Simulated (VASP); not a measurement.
Crystal: MgSe.

```
Mg Se
1.0
     0.00000    2.73372    2.73372
     2.73372    0.00000    2.73372
     2.73372    2.73372    0.00000
Mg Se
1 1
Direct
  0.00000 0.00000 0.00000
  0.50000 0.50000 0.50000
```

The cell comes from a database or a generator and needn't be the stable form of this composition.

Base run:

| Item | Value |
| --- | --- |
| Program | VASP 6.6.1 |
| Functional | PBEsol |
| Potentials or basis | VASP PAW PBE potentials, release 64 (Mg, Se) |
| Cutoff | 520 eV |
| k mesh | 10 × 10 × 10 |
| Occupations | fermi-dirac, width 0.01 eV |
| Spin | no spin polarisation |

Its results: band gap on the k mesh 1.75 eV, indirect (least direct gap 2.44 eV); pressure -0.7 GPa.

Problem. The run is repeated on the same cell with these changes: functional from PBEsol to PBE; further incar settings from ALGO = Fast; EDIFF = 1e-08; NBANDS = 11 to ALGO = Normal; EDIFF = 1e-08; NBANDS = 11. What comes out?

Solution. Band gap on the k mesh 1.79 eV, indirect (least direct gap 2.54 eV); pressure 1.3 GPa.

Caveats: the PAW data sets were made with another functional, which shifts forces and pressure a little (some runs).

A k mesh can miss the band edges.

Not every run made on this cell is shown here.
